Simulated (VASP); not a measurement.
# MgO (Fm-3m) in VASP: further runs, part 2 of 2

VASP 6.6.1.

### Step 4. Band structure, PBE0

Input file POSCAR:

```
MgO
1.0
    0.0000000000      2.0970013927      2.0970013927
    2.0970013927      0.0000000000      2.0970013927
    2.0970013927      2.0970013927      0.0000000000
Mg O
1 1
Direct
    0.0000000000      0.0000000000      0.0000000000
    0.5000000000      0.5000000000      0.5000000000
```

Input file INCAR.step1:

```
PREC     = Accurate       # precision mode
ENCUT    = 520            # plane-wave cutoff, eV
EDIFF    = 1E-5           # SCF threshold, eV
ISMEAR   = 0              # smearing method
SIGMA    = 0.02           # smearing width, eV
LREAL    = False          # projectors in reciprocal space
LASPH    = True           # aspherical terms in the spheres
NELM     = 100            # most SCF steps
ALGO     = Normal         # electronic algorithm
ISIF     = 2              # what is computed and relaxed
LWAVE    = True           # write WAVECAR
LCHARG   = False          # write CHGCAR
NBANDS   = 11             # bands
GGA      = PE             # functional
KPAR     = 4
```

Input file INCAR.step2:

```
PREC     = Accurate       # precision mode
ENCUT    = 520            # plane-wave cutoff, eV
EDIFF    = 1E-7           # SCF threshold, eV
ISMEAR   = 0              # smearing method
SIGMA    = 0.02           # smearing width, eV
LREAL    = False          # projectors in reciprocal space
LASPH    = True           # aspherical terms in the spheres
NELM     = 100            # most SCF steps
ALGO     = Normal         # electronic algorithm
ISIF     = 2              # what is computed and relaxed
LWAVE    = False          # write WAVECAR
LCHARG   = False          # write CHGCAR
GGA      = PE             # functional
LHFCALC  = True           # exact exchange
AEXX     = 0.25           # exact-exchange fraction
PRECFOCK = Fast         
NBANDS   = 11             # bands
ISTART   = 1            
HFRCUT   = -1           
KPAR     = 4
```

Input file KPOINTS:

```
Automatic mesh
0
Gamma
  8 8 8
```

Input file KPOINTS_OPT:

```
path GXWKGLUWLK,UX
8
line-mode
reciprocal
 0.0000000000  0.0000000000  0.0000000000  G
 0.5000000000  0.0000000000  0.5000000000  X

 0.5000000000  0.0000000000  0.5000000000  X
 0.5000000000  0.2500000000  0.7500000000  W

 0.5000000000  0.2500000000  0.7500000000  W
 0.3750000000  0.3750000000  0.7500000000  K

 0.3750000000  0.3750000000  0.7500000000  K
 0.0000000000  0.0000000000  0.0000000000  G

 0.0000000000  0.0000000000  0.0000000000  G
 0.5000000000  0.5000000000  0.5000000000  L

 0.5000000000  0.5000000000  0.5000000000  L
 0.6250000000  0.2500000000  0.6250000000  U

 0.6250000000  0.2500000000  0.6250000000  U
 0.5000000000  0.2500000000  0.7500000000  W

 0.5000000000  0.2500000000  0.7500000000  W
 0.5000000000  0.5000000000  0.5000000000  L

 0.5000000000  0.5000000000  0.5000000000  L
 0.3750000000  0.3750000000  0.7500000000  K

 0.6250000000  0.2500000000  0.6250000000  U
 0.5000000000  0.0000000000  0.5000000000  X
```

The run is started by

```
$ cat potpaw_PBE.64/Mg/POTCAR potpaw_PBE.64/O/POTCAR > POTCAR
$ cp INCAR.step1 INCAR
$ mpirun -np 4 vasp_std > vasp.out
$ cp INCAR.step2 INCAR
$ mpirun -np 4 vasp_std > vasp.out
```

It took 6.7 min on 4 MPI ranks of Intel Xeon Platinum 8488C (Sapphire Rapids), shared host; peak memory 0.19 GiB.

The run converged. Its results:

```yaml
Free_energy: -14.7839 eV
Pressure: 0.6 GPa
Band_gap_on_the_k_mesh: 7.32 eV, direct
Band_gap_along_the_path: 7.32 eV, direct
```

Levels at the corners of the path, in eV from the valence-band top:
```csv
point,band 2,band 3,band 4,band 5,band 6,band 7
Γ,0.00,0.00,0.00,7.32,18.61,18.61
X,-4.47,-1.50,-1.50,11.63,12.77,16.29
X,-4.47,-1.50,-1.50,11.63,12.77,16.29
W,-3.24,-3.24,-1.94,14.53,14.53,15.15
W,-3.24,-3.24,-1.94,14.53,14.53,15.15
K,-3.82,-2.96,-1.28,12.76,14.73,15.59
K,-3.82,-2.96,-1.28,12.76,14.73,15.59
Γ,0.00,0.00,0.00,7.32,18.61,18.61
Γ,0.00,0.00,0.00,7.32,18.61,18.61
L,-5.02,-0.73,-0.73,10.51,15.80,19.24
L,-5.02,-0.73,-0.73,10.51,15.80,19.24
U,-3.82,-2.96,-1.28,12.76,14.73,15.59
U,-3.82,-2.96,-1.28,12.76,14.73,15.59
W,-3.24,-3.24,-1.94,14.53,14.53,15.15
W,-3.24,-3.24,-1.94,14.53,14.53,15.15
L,-5.02,-0.73,-0.73,10.51,15.80,19.24
L,-5.02,-0.73,-0.73,10.51,15.80,19.24
K,-3.82,-2.96,-1.28,12.76,14.73,15.59
U,-3.82,-2.96,-1.28,12.76,14.73,15.59
X,-4.47,-1.50,-1.50,11.63,12.77,16.29
```

Caveat: the PAW data sets were made with another functional, which shifts forces and pressure a little.

### Step 5. Band structure, r2SCAN-EpsX

POSCAR is that of step 4.

Input file INCAR.step1:

```
PREC     = Accurate       # precision mode
ENCUT    = 520            # plane-wave cutoff, eV
EDIFF    = 1E-8           # SCF threshold, eV
ISMEAR   = 0              # smearing method
SIGMA    = 0.02           # smearing width, eV
LREAL    = False          # projectors in reciprocal space
LASPH    = True           # aspherical terms in the spheres
NELM     = 100            # most SCF steps
ALGO     = Normal         # electronic algorithm
ISIF     = 2              # what is computed and relaxed
LWAVE    = False          # write WAVECAR
LCHARG   = False          # write CHGCAR
GGA      = PE             # functional
LEPSILON = True           # dielectric tensor by DFPT
KPAR     = 4
```

Input file KPOINTS.step1:

```
Automatic mesh
0
G
  12 12 12
  0 0 0
```

Input file INCAR.step2:

```
PREC     = Accurate       # precision mode
ENCUT    = 520            # plane-wave cutoff, eV
EDIFF    = 1E-5           # SCF threshold, eV
ISMEAR   = 0              # smearing method
SIGMA    = 0.02           # smearing width, eV
LREAL    = False          # projectors in reciprocal space
LASPH    = True           # aspherical terms in the spheres
NELM     = 100            # most SCF steps
ALGO     = Normal         # electronic algorithm
ISIF     = 2              # what is computed and relaxed
LWAVE    = True           # write WAVECAR
LCHARG   = False          # write CHGCAR
NBANDS   = 11             # bands
GGA      = PE             # functional
KPAR     = 4
```

Input file KPOINTS.step2:

```
Automatic mesh
0
Gamma
  8 8 8
```

Input file INCAR.step3:

```
PREC     = Accurate       # precision mode
ENCUT    = 520            # plane-wave cutoff, eV
EDIFF    = 1E-7           # SCF threshold, eV
ISMEAR   = 0              # smearing method
SIGMA    = 0.02           # smearing width, eV
LREAL    = False          # projectors in reciprocal space
LASPH    = True           # aspherical terms in the spheres
NELM     = 100            # most SCF steps
ALGO     = Normal         # electronic algorithm
ISIF     = 2              # what is computed and relaxed
LWAVE    = False          # write WAVECAR
LCHARG   = False          # write CHGCAR
METAGGA  = R2SCAN         # meta-GGA
LHFCALC  = True           # exact exchange
AEXX     = 0.3209         # exact-exchange fraction
LMIXTAU  = True         
PRECFOCK = Fast         
NBANDS   = 11             # bands
ISTART   = 1            
HFRCUT   = -1           
KPAR     = 4
```

Input file KPOINTS.step3:

```
Automatic mesh
0
Gamma
  8 8 8
```

KPOINTS_OPT is that of step 4.

Potentials or basis: VASP PAW PBE potentials, release 64 (Mg, O).

The run is started by

```
$ cat potpaw_PBE.64/Mg/POTCAR potpaw_PBE.64/O/POTCAR > POTCAR
$ cp INCAR.step1 INCAR
$ cp KPOINTS.step1 KPOINTS
$ mpirun -np 4 vasp_std > vasp.out
$ cp INCAR.step2 INCAR
$ cp KPOINTS.step2 KPOINTS
$ mpirun -np 4 vasp_std > vasp.out
$ cp INCAR.step3 INCAR
$ cp KPOINTS.step3 KPOINTS
$ mpirun -np 4 vasp_std > vasp.out
```

OUTCAR:

```text
PREC = Accurate
   ENCUT = 520
   EDIFF = 1E-7
   ISMEAR = 0
   LREAL = False
   LASPH = True
   NELM = 100
   ISIF = 2
   METAGGA = R2SCAN
   LHFCALC = True
   AEXX = 0.3209
   PRECFOCK = Fast
   ISTART = 1

 ion  position               nearest neighbor table
   1  0.000  0.000  0.000-   2 2.10   2 2.10   2 2.10   2 2.10   2 2.10   2 2.10
   2  0.500  0.500  0.500-   1 2.10   1 2.10   1 2.10   1 2.10   1 2.10   1 2.10

[... 535 lines left out ...]

 [... further k-points ...]

------------------------ aborting loop because EDIFF is reached ----------------------------------------

  FORCE on cell =-STRESS in cart. coord.  units (eV):
  Direction    XX          YY          ZZ          XY          YZ          ZX
  --------------------------------------------------------------------------------------
  -------------------------------------------------------------------------------------
  Total       -0.4344639     -0.4344639     -0.4344639     -0.0000000     -0.0000000      0.0000000
  in kB      -37.7431468    -37.7431468    -37.7431468     -0.0000000     -0.0000000      0.0000000
  external PRESSURE =     -37.7431468 kB  Pullay stress =       0.0000000 kB

 VOLUME and BASIS-vectors are now :
 -----------------------------------------------------------------------------
  energy-cutoff  :      520.00
  volume of cell :       18.44
      direct lattice vectors                 reciprocal lattice vectors
     0.000000000  2.097001393  2.097001393    -0.238435702  0.238435702  0.238435702
     2.097001393  0.000000000  2.097001393     0.238435702 -0.238435702  0.238435702
     2.097001393  2.097001393  0.000000000     0.238435702  0.238435702 -0.238435702

 POSITION                                       TOTAL-FORCE (eV/Angst)
 -----------------------------------------------------------------------------------
      0.00000      0.00000      0.00000        -0.000000      0.000000     -0.000000
      2.09700      2.09700      2.09700         0.000000     -0.000000      0.000000
 -----------------------------------------------------------------------------------
    total drift:                                0.000000      0.000000      0.000000

  FREE ENERGIE OF THE ION-ELECTRON SYSTEM (eV)
  ---------------------------------------------------
  free  energy   TOTEN  =       -18.5111342106 eV

  energy  without entropy=      -18.5111342106  energy(sigma->0) =      -18.51113421
```

OUTCAR.step2:

```text
PREC = Accurate
   ENCUT = 520
   EDIFF = 1E-5
   ISMEAR = 0
   LREAL = False
[... 560 lines left out ...]
      0.00000      0.00000      0.00000        -0.000000     -0.000000     -0.000000
      2.09700      2.09700      2.09700         0.000000      0.000000      0.000000
 -----------------------------------------------------------------------------------
    total drift:                               -0.000000     -0.000000      0.000000

  FREE ENERGIE OF THE ION-ELECTRON SYSTEM (eV)
  ---------------------------------------------------
  free  energy   TOTEN  =       -11.8976730900 eV

  energy  without entropy=      -11.8976730900  energy(sigma->0) =      -11.89767309
```

Wall time 8.6 min (4 MPI ranks of Intel Xeon Platinum 8488C (Sapphire Rapids), shared host); peak memory 0.2 GiB.

Results:

```yaml
Free_energy: -18.5111 eV
Pressure: -3.8 GPa
Band_gap_on_the_k_mesh: 8.54 eV, direct
Band_gap_along_the_path: 8.54 eV, direct
```

Levels at the corners of the path, in eV from the valence-band top:
| point | band 1 | band 2 | band 3 | band 4 | band 5 | band 6 | band 7 | band 8 |
| --- | --- | --- | --- | --- | --- | --- | --- | --- |
| Γ | -19.85 | 0.00 | 0.00 | 0.00 | 8.54 | 19.99 | 19.99 | 19.99 |
| X | -18.19 | -4.56 | -1.54 | -1.54 | 12.87 | 14.15 | 17.81 | 24.03 |
| X | -18.19 | -4.56 | -1.54 | -1.54 | 12.87 | 14.15 | 17.81 | 24.03 |
| W | -18.14 | -3.30 | -3.30 | -1.97 | 15.91 | 15.91 | 16.62 | 20.04 |
| W | -18.14 | -3.30 | -3.30 | -1.97 | 15.91 | 15.91 | 16.62 | 20.04 |
| K | -18.18 | -3.90 | -3.00 | -1.32 | 14.05 | 16.18 | 17.05 | 22.94 |
| K | -18.18 | -3.90 | -3.00 | -1.32 | 14.05 | 16.18 | 17.05 | 22.94 |
| Γ | -19.85 | 0.00 | 0.00 | 0.00 | 8.54 | 19.99 | 19.99 | 19.99 |
| Γ | -19.85 | 0.00 | 0.00 | 0.00 | 8.54 | 19.99 | 19.99 | 19.99 |
| L | -18.47 | -5.10 | -0.76 | -0.76 | 11.75 | 17.34 | 20.66 | 20.66 |
| L | -18.47 | -5.10 | -0.76 | -0.76 | 11.75 | 17.34 | 20.66 | 20.66 |
| U | -18.18 | -3.90 | -3.00 | -1.32 | 14.05 | 16.18 | 17.05 | 22.94 |
| U | -18.18 | -3.90 | -3.00 | -1.32 | 14.05 | 16.18 | 17.05 | 22.94 |
| W | -18.14 | -3.30 | -3.30 | -1.97 | 15.91 | 15.91 | 16.62 | 20.04 |
| W | -18.14 | -3.30 | -3.30 | -1.97 | 15.91 | 15.91 | 16.62 | 20.04 |
| L | -18.47 | -5.10 | -0.76 | -0.76 | 11.75 | 17.34 | 20.66 | 20.66 |
| L | -18.47 | -5.10 | -0.76 | -0.76 | 11.75 | 17.34 | 20.66 | 20.66 |
| K | -18.18 | -3.90 | -3.00 | -1.32 | 14.05 | 16.18 | 17.05 | 22.94 |
| U | -18.18 | -3.90 | -3.00 | -1.32 | 14.05 | 16.18 | 17.05 | 22.94 |
| X | -18.19 | -4.56 | -1.54 | -1.54 | 12.87 | 14.15 | 17.81 | 24.03 |

Caveat: the PAW data sets were made with another functional, which shifts forces and pressure a little.

### Step 6. Overview

| level | screening parameter | exchange at q = 0 | share of exact exchange | gap on the mesh (eV) | pressure (GPa) |
| --- | --- | --- | --- | --- | --- |
| HSE06 | 0.2 1/A | - | - | 6.60 | 0.6 |
| HSE03 | - | - | - | 6.33 | 0.8 |
| PBE0 | - | truncated | - | 7.32 | 0.6 |
| r2SCAN-EpsX | - | truncated | 0.3209 | 8.54 | -3.8 |

Alike in all rows: task band structure; potentials or basis VASP PAW PBE potentials, release 64 (Mg, O); no spin polarisation; cell as given; k mesh 8 × 8 × 8; cutoff (eV) 520; smearing gaussian 0.02 eV.

On the cell as given the gap runs from 6.33 eV (HSE03) to 8.54 eV (r2SCAN-EpsX). The pressure there spans -3.8 GPa (r2SCAN-EpsX) to 0.8 GPa (HSE03); a positive pressure means that this level wants a larger cell, a negative one a smaller.

Caveats: the PAW data sets were made with another functional, which shifts forces and pressure a little.

Total energies depend on the potentials used, so only differences within one code and one set of settings carry meaning.

### Step 7. How close it comes

Step 2. Against the measured gap of MgO, 7.83 eV (quoted in “Electronic structure of alkaline earth and post-transition metal oxides”, 2009, arxiv:0908.1581), the calculated 6.60 eV is off by -1.23 eV. The value is that of HSE06, without temperature or zero-point motion. The cell is a database's relaxed one, not the measured one, which moves gaps too.

Step 3. A measured gap of MgO is 7.83 eV (quoted in “Electronic structure of alkaline earth and post-transition metal oxides”, 2009, arxiv:0908.1581); the calculated 6.33 eV misses it by -1.50 eV. The value is that of HSE03, without temperature or zero-point motion. The cell is a database's relaxed one, not the measured one, which moves gaps too.

Step 4. A measured gap of MgO is 7.83 eV (quoted in “Electronic structure of alkaline earth and post-transition metal oxides”, 2009, arxiv:0908.1581); the calculated 7.32 eV misses it by -0.51 eV. The value is that of PBE0, without temperature or zero-point motion. The cell is a database's relaxed one, not the measured one, which moves gaps too.

Step 5. Measured gap of MgO: 7.83 eV (quoted in “Electronic structure of alkaline earth and post-transition metal oxides”, 2009, arxiv:0908.1581). This calculation gives 8.54 eV (+0.71 eV). The value is that of r2SCAN-EpsX, without temperature or zero-point motion. The cell is a database's relaxed one, not the measured one, which moves gaps too.
